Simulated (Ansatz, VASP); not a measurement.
# Cross-check of Zn36HNO35 (N-H pair in ZnO) between VASP and Ansatz

One calculation is typed for both programs; each brings its own data sets. How far apart do they land? The cell is taken from a series of runs on this material, whose earlier steps may have relaxed, scaled, displaced or heated it; both programs get it as it stands.

Main program and level: Ansatz 0.2.0; plane waves, with VASP 6.6.1 beside it; single point at HSE06.

## 1. The structure

The cell holds 73 atoms: 36 Zn, 35 O, 1 N and 1 H. Cell: a = 9.839 Å, b = 9.839 Å, c = 10.587 Å, α = 90.0°, β = 90.0°, γ = 120.0°. It derives from ZnO (ZnO (P6_3mc)). Nearest the centre at fractional (0.502, 0.584, 0.424): N72 at 0.33 Å, H73 at 0.47 Å, Zn20 at 2.00 Å, Zn24 at 2.00 Å, Zn17 at 2.01 Å, Zn8 at 2.42 Å, O65 at 2.87 Å, O69 at 2.87 Å.

## 2. VASP: single point, HSE06

A single point gives forces, pressure and levels at one fixed geometry, so differences don't come from the geometry; what else differs is listed under the comparison.

Lines of VASP's logs that name or quote its potential files are left out, and so is its time.

The run reads the wave functions of an earlier VASP run, which isn't shown here.

The input, INCAR:

```
SYSTEM = Zn36HNO35
PREC = Accurate
ENCUT = 520
EDIFF = 1E-06
NELM = 100
ISMEAR = -1
SIGMA = 0.01
LREAL = Auto
ALGO = Normal
LHFCALC = .TRUE.
AEXX = 0.25
GGA = PE
HFSCREEN = 0.208
LASPH = .TRUE.
NBANDS = 375
PRECFOCK = Fast
LORBIT = 11
LWAVE = .FALSE.
LCHARG = .FALSE.
ISIF = 2
```

The input, POSCAR:

```
Zn36HNO35
1.0
    9.8385603707      0.0000000000      0.0000000000
   -4.9192801853      8.5204432177      0.0000000000
    0.0000000000      0.0000000000     10.5865012063
Zn O N H
36 35 1 1
Direct
    0.1090700000      0.2206300000      0.2496700000
    0.2207900000      0.1103900000      0.0004400000
    0.1131600000      0.2240400000      0.7480400000
    0.2207200000      0.1090700000      0.4997800000
    0.1090700000      0.5553800000      0.2496700000
    0.2203400000      0.4436400000      0.9963500000
    0.1131600000      0.5560500000      0.7480400000
    0.2331500000      0.4500200000      0.4964500000
    0.1085500000      0.8877400000      0.2502100000
    0.2207900000      0.7773300000      0.0004400000
    0.1100400000      0.8884800000      0.7505700000
    0.2207300000      0.7785700000      0.4997800000
    0.4434100000      0.2221900000      0.2499800000
    0.5557900000      0.1113700000      0.0015900000
    0.4431800000      0.2192400000      0.7526900000
    0.5578100000      0.1123700000      0.5007900000
    0.4344600000      0.5507200000      0.2418900000
    0.5553400000      0.4437000000      0.9984800000
    0.4472000000      0.5570800000      0.7502400000
    0.5509700000      0.4321800000      0.5080200000
    0.4434100000      0.8881800000      0.2499800000
    0.5553400000      0.7786000000      0.9984800000
    0.4431900000      0.8908800000      0.7526700000
    0.5509900000      0.7857000000      0.5079700000
    0.7770400000      0.2219900000      0.2501900000
    0.8889900000      0.1113800000      0.0001400000
    0.7791000000      0.2230200000      0.7502400000
    0.8919100000      0.1132600000      0.4994400000
    0.7742000000      0.5531000000      0.2505700000
    0.8889900000      0.4445600000      0.0001400000
    0.7801600000      0.5558300000      0.7510400000
    0.8919100000      0.4455900000      0.4994400000
    0.7742100000      0.8880400000      0.2505700000
    0.8876000000      0.7772800000      0.0014500000
    0.7801500000      0.8912700000      0.7510400000
    0.8856400000      0.7762900000      0.5005200000
    0.2205300000      0.1100800000      0.1898100000
    0.1151700000      0.2260000000      0.4391400000
    0.2223100000      0.1104900000      0.6892500000
    0.1105200000      0.2215200000      0.9375200000
    0.2148200000      0.4408800000      0.1850000000
    0.1151800000      0.5560900000      0.4391400000
    0.2264300000      0.4466800000      0.6863300000
    0.1105200000      0.5559300000      0.9375100000
    0.2205300000      0.7773800000      0.1898000000
    0.1076700000      0.8872900000      0.4395900000
    0.2223100000      0.7787500000      0.6892500000
    0.1095900000      0.8882600000      0.9399600000
    0.5550000000      0.1109800000      0.1904100000
    0.4424100000      0.2168500000      0.4396000000
    0.5568400000      0.1119000000      0.6902000000
    0.4429700000      0.2203800000      0.9409000000
    0.5534300000      0.4427500000      0.1868300000
    0.5565000000      0.4419100000      0.6952300000
    0.4438600000      0.5554100000      0.9394500000
    0.5534400000      0.7776500000      0.1868200000
    0.4424200000      0.8925000000      0.4396000000
    0.5565100000      0.7815400000      0.6952000000
    0.4429700000      0.8895400000      0.9408900000
    0.8872600000      0.1100400000      0.1896300000
    0.7795300000      0.2232300000      0.4395800000
    0.8907500000      0.1127200000      0.6889400000
    0.7776900000      0.2223200000      0.9397200000
    0.8872500000      0.4441600000      0.1896300000
    0.7763300000      0.5529200000      0.4407800000
    0.8907500000      0.4449800000      0.6889400000
    0.7782400000      0.5557200000      0.9399900000
    0.8858400000      0.7763900000      0.1909400000
    0.7763600000      0.8903600000      0.4407700000
    0.8882000000      0.7775700000      0.6898600000
    0.7782400000      0.8894600000      0.9399800000
    0.4654600000      0.5662100000      0.4339400000
    0.5541700000      0.6104500000      0.4099800000
```

The input, KPOINTS:

```
Automatic mesh
0
Gamma
1 1 1
0 0 0
```

PAW data sets: Zn, O, N and H (PBE family, release 64).

The run is started by

```
export OMP_NUM_THREADS=3
mpirun -np 1 vasp_gam
```

The log of the run:

```text
[banner, memory and clock lines left out]
running    1 mpi-ranks, on    1 nodes
[...]
Offloading initialized ...    1 GPUs detected
[...]
LDA part: xc-table for (Slater+PW92), standard interpolation
 found WAVECAR, reading the header
 POSCAR, INCAR and KPOINTS ok, starting setup
[...]
reading WAVECAR
 the WAVECAR file was read successfully
 initial charge from wavefunction
 entering main loop
       N       E                     dE             d eps       ncg     rms          rms(c)
DAV:   1    -0.409670732597E+03   -0.40967E+03   -0.26122E+01   932   0.450E+01    0.103E+01
DAV:   2    -0.409587086025E+03    0.83647E-01   -0.12301E+01   932   0.151E+01    0.340E+00
DAV:   3    -0.409628601080E+03   -0.41515E-01   -0.10350E+00  1060   0.439E+00    0.188E+00
DAV:   4    -0.409633229199E+03   -0.46281E-02   -0.15290E-01   828   0.956E-01    0.106E+00
[...]
DAV:  13    -0.409624618834E+03    0.20921E-05   -0.14960E-06   477   0.681E-03    0.104E-02
DAV:  14    -0.409624617616E+03    0.12175E-05   -0.11525E-06   476   0.561E-03    0.647E-03
DAV:  15    -0.409624616871E+03    0.74495E-06   -0.67569E-07   437   0.488E-03
   1 F= -.40962462E+03 E0= -.40962462E+03  d E =-.213902E-14
```

Parts of OUTCAR (step 2):

```text
  FREE ENERGIE OF THE ION-ELECTRON SYSTEM (eV)
  ---------------------------------------------------
  free  energy   TOTEN  =      -409.6246168713 eV

  energy  without entropy=     -409.6246168713  energy(sigma->0) =     -409.62461687
```

The run ends at a pressure of -1.68 GPa, with forces up to 21 eV/Å.

## 3. Ansatz: single point, HSE06

Ansatz runs on its default PAW (the set named soft_2) files.

The same cell, functional, mesh and smearing now go to Ansatz.

The input, input.yaml:

```yaml
crystal:
  lattice:
    - [9.83856037, 0.0, 0.0]
    - [-4.91928019, 8.52044322, 0.0]
    - [0.0, 0.0, 10.58650121]
  atoms:
    - { symbol: Zn, position: [0.1090715, 0.220631048, 0.249669142] }
    - { symbol: Zn, position: [0.220787303, 0.110391191, 0.000441508] }
    - { symbol: O, position: [0.220526713, 0.110078615, 0.189807602] }
    - { symbol: O, position: [0.115171455, 0.226001757, 0.439135573] }
    - { symbol: Zn, position: [0.113161073, 0.224044796, 0.74804404] }
    - { symbol: Zn, position: [0.220717792, 0.109069312, 0.499784276] }
    - { symbol: O, position: [0.222306372, 0.110489991, 0.689248748] }
    - { symbol: O, position: [0.110518395, 0.221523707, 0.937516181] }
    - { symbol: Zn, position: [0.10907413, 0.555375822, 0.249674314] }
    - { symbol: Zn, position: [0.220338073, 0.443638072, -0.003646339] }
    - { symbol: O, position: [0.214818885, 0.440877535, 0.18500491] }
    - { symbol: O, position: [0.115182782, 0.556085078, 0.439140188] }
    - { symbol: Zn, position: [0.113162501, 0.556048811, 0.748040187] }
    - { symbol: Zn, position: [0.233149679, 0.450016094, 0.496446567] }
    - { symbol: O, position: [0.226433155, 0.446681063, 0.686326509] }
    - { symbol: O, position: [0.110516371, 0.555931249, 0.937512517] }
    - { symbol: Zn, position: [0.108545836, 0.887738445, 0.250205046] }
    - { symbol: Zn, position: [0.220790979, 0.7773339, 0.000436001] }
    - { symbol: O, position: [0.220526274, 0.777380446, 0.189803095] }
    - { symbol: O, position: [0.107673965, 0.887292872, 0.439588884] }
    - { symbol: Zn, position: [0.110039575, 0.888482981, 0.750570091] }
    - { symbol: Zn, position: [0.220729058, 0.778566226, 0.499781162] }
    - { symbol: O, position: [0.22230786, 0.778749138, 0.689247507] }
    - { symbol: O, position: [0.10959052, 0.888264747, 0.939955148] }
    - { symbol: Zn, position: [0.443412877, 0.222189849, 0.24998374] }
    - { symbol: Zn, position: [0.555787065, 0.111366782, 0.001586954] }
    - { symbol: O, position: [0.554999085, 0.110979701, 0.190409383] }
    - { symbol: O, position: [0.442413157, 0.216852584, 0.439602103] }
    - { symbol: Zn, position: [0.443181331, 0.219241223, 0.752686766] }
    - { symbol: Zn, position: [0.557810868, 0.112372845, 0.500793802] }
    - { symbol: O, position: [0.556837679, 0.111895249, 0.690199792] }
    - { symbol: O, position: [0.442971151, 0.220384078, 0.940899659] }
    - { symbol: Zn, position: [0.434462659, 0.550722218, 0.241885498] }
    - { symbol: Zn, position: [0.555338243, 0.443701663, -0.001517321] }
    - { symbol: O, position: [0.553432756, 0.442753865, 0.186826913] }
    - { symbol: "N", position: [0.465456236, 0.566207145, 0.433940554] }
    - { symbol: Zn, position: [0.447195308, 0.557080729, 0.75024132] }
    - { symbol: Zn, position: [0.550969535, 0.432184152, 0.508022147] }
    - { symbol: O, position: [0.556501995, 0.441912781, 0.695225517] }
    - { symbol: O, position: [0.4438645, 0.555411408, 0.939446089] }
    - { symbol: Zn, position: [0.443408845, 0.888184005, 0.249983414] }
    - { symbol: Zn, position: [0.555338341, 0.778596051, -0.001518794] }
    - { symbol: O, position: [0.553436732, 0.777647459, 0.186821738] }
    - { symbol: O, position: [0.442419206, 0.892503977, 0.439600363] }
    - { symbol: Zn, position: [0.443189836, 0.890878461, 0.752670855] }
    - { symbol: Zn, position: [0.550993164, 0.785700724, 0.507966033] }
    - { symbol: O, position: [0.556509142, 0.781536988, 0.695200543] }
    - { symbol: O, position: [0.442971033, 0.889540458, 0.940888238] }
    - { symbol: Zn, position: [0.777036896, 0.221988861, 0.250189581] }
    - { symbol: Zn, position: [0.888991757, 0.111375042, 0.000138291] }
    - { symbol: O, position: [0.887256794, 0.110037907, 0.189625853] }
    - { symbol: O, position: [0.779531068, 0.223234728, 0.43957904] }
    - { symbol: Zn, position: [0.77909953, 0.223022853, 0.750239632] }
    - { symbol: Zn, position: [0.891908612, 0.113258097, 0.499443384] }
    - { symbol: O, position: [0.890753405, 0.112720304, 0.688944871] }
    - { symbol: O, position: [0.777685179, 0.222316324, 0.939722916] }
    - { symbol: Zn, position: [0.774200466, 0.553102558, 0.250571192] }
    - { symbol: Zn, position: [0.888992925, 0.444562485, 0.00014249] }
    - { symbol: O, position: [0.887254887, 0.444163695, 0.189631303] }
    - { symbol: O, position: [0.776329682, 0.552917783, 0.440782658] }
    - { symbol: Zn, position: [0.780160244, 0.555834444, 0.751039903] }
    - { symbol: Zn, position: [0.89191112, 0.445587263, 0.499441123] }
    - { symbol: O, position: [0.890752369, 0.444977908, 0.688942243] }
    - { symbol: O, position: [0.77823678, 0.555723472, 0.939986025] }
    - { symbol: Zn, position: [0.774205527, 0.888042362, 0.250567203] }
    - { symbol: Zn, position: [0.887604432, 0.77727574, 0.001453469] }
    - { symbol: O, position: [0.88584419, 0.776391253, 0.190944605] }
    - { symbol: O, position: [0.776359924, 0.89036489, 0.440770289] }
    - { symbol: Zn, position: [0.780153161, 0.891265905, 0.751036087] }
    - { symbol: Zn, position: [0.885644821, 0.776290027, 0.500520173] }
    - { symbol: O, position: [0.888199009, 0.777570525, 0.689864769] }
    - { symbol: O, position: [0.778237259, 0.889458101, 0.939980954] }
    - { symbol: H, position: [0.554173601, 0.61045077, 0.409982257] }
basis:
  ecutwfc: 420
  xc_grid: 2
hamiltonian:
  xc: hse06
kpoints:
  mp_grid: { grid: [1, 1, 1] }
scf:
  occupations: { method: fermi_dirac, width: 0.01 }
  max_iter: 120
output:
  forces: true
checkpoint:
  read: "../relax.run"
```

The run is started by

```
ansatz run input.yaml --threads 32 --pin off --max-ram 84787MiB --backend cuda --events-out ev --progress --plain --runs-dir out --max-vram 78GiB
```

The log of the run:

```text
Warning: checkpoint.read: the run can stay near the saved state's solution: 2 site(s) moved relative to the saved geometry (max |Δs| = 2.341e-2 fractional); the SCF starts from the saved state under ` [...]
[...]
Engine: ansatz 0.2.0, aarch64-unknown-linux-gnu
[...]
Pseudopotential: Zn, paw, valence charge 12, recommended cutoff 420 eV (normal), Zn.paw.azcp
Pseudopotential: O, paw, valence charge 6, recommended cutoff 420 eV (normal), O.paw.azcp
Pseudopotential: N, paw, valence charge 5, recommended cutoff 420 eV (normal), N.paw.azcp
Pseudopotential: H, paw, valence charge 1, recommended cutoff 420 eV (normal), H.paw.azcp
Functional definition: HSE06
[...]
Crystal: 73 atoms, lattice volume = 887.455 Å³
Basis set: ecut = 420 eV, 17351 PW (Γ), exchange–correlation on 144×144×144 points (8 copies of the dense FFT grid, shifted against one another)
Bands: 397, of which v1, the nominal top of the filled ones, is band 324 counted from 1 (323 counted from 0)
[...]
SCF iter   1: F=—  HF=-139749.538458 eV  |Δ(HF+E_count)|=         —  Δρ=3.88e-6  dr2=6.72e-8  Hψ=1062
[...]
SCF iter   2: F=-139749.538458 eV  HF=-139749.538458 eV  |Δ(HF+E_count)|=   1.31e-8  Δρ=1.34e-6  dr2=7.76e-9  Hψ=837
SCF 4 converged in 2 iterations: F = -139749.538458 eV  dr2 = 7.76e-9
[...]
hybrid outer 3: dexx = +4.581e-9 eV, tail = 1.72e-8 eV, Δε = 6.23e-5 eV (about 2.26e-5 eV left of the loop's levels), ΔF = 3.25e-4 eV/Å (tail 2.99e-4)
hybrid SCF converged: 3 outer / 14 inner (+8 warm-up), last move |dexx| = 4.58e-9 eV, tail = 1.72e-8 eV
[...]
Free energy (F): -139749.538458 eV
[...]
Fermi energy:    6.820954 eV
--- Per-component energies (eV) ---
[...]
--- Forces (eV/Å), atoms counted from 1 ---
[...]
--- Band table (eV) ---
[...]
```

## 4. Side by side

Known differences besides the potentials themselves: exact exchange at q = 0 is treated differently, which shows on coarse meshes; VASP keeps PBE cores, Ansatz makes them for the functional; the cutoff is 420 eV in Ansatz and 520 eV in VASP (PREC = Accurate, projectors in real space); VASP takes a coarser grid for exact exchange (PRECFOCK = Fast). Total energies have different zeros and are not compared.

Both answers:

```
              quantity  Ansatz   VASP  difference
gap on the k mesh (eV)   2.375  2.350      +0.025
```

Forces on 7 of the 73 atoms, those with the largest forces and the largest differences (eV/Å; atoms numbered as in POSCAR):

| atom | Ansatz x, y, z | VASP x, y, z |
| --- | --- | --- |
| Zn8 | 0.168, 0.097, -0.064 | 0.214, 0.124, -0.083 |
| Zn17 | -0.046, -0.026, -0.108 | -0.047, -0.027, -0.096 |
| Zn20 | 0.088, -0.073, 0.048 | 0.080, -0.068, 0.045 |
| Zn24 | -0.019, 0.112, 0.048 | -0.020, 0.104, 0.045 |
| O69 | -0.045, -0.041, 0.013 | -0.056, -0.052, 0.017 |
| N72 | -16.432, -9.455, 6.349 | -17.182, -9.887, 6.633 |
| H73 | 16.431, 9.454, -6.377 | 17.190, 9.890, -6.683 |

The forces differ by 88 meV/Å r.m.s., which is 4.4 % of the r.m.s. force of 1.999 eV/Å (both taken over all components). A gap on the mesh is an upper bound, since the band edges may lie between its points.

## 5. Summary of results

```json
{
  "r.m.s. force difference (single point, HSE06)": "4.4 % of the r.m.s. force"
}
```

The r.m.s. force difference is 4.4 % of the r.m.s. force (single point, HSE06), beyond the 3 % picked in this series as the mark of a large difference. What causes the difference of the single point, HSE06 pair stays open here. Such differences can come from data sets, numerical settings and the points named under the comparisons, not from the functional's error against experiment.

[Lines on the potential files, build, host, timing and source positions are cut from VASP's logs without a mark.]

[Logs are printed without paths, hosts, clocks, repeated set-up lines and the standing remarks that a program may print on its own settings, such as how far it seeks lower states.]

[Hosts, paths, dates, database ids (printed as entryN), source tags and the programs' standing remarks are cut or masked in the printed files.]
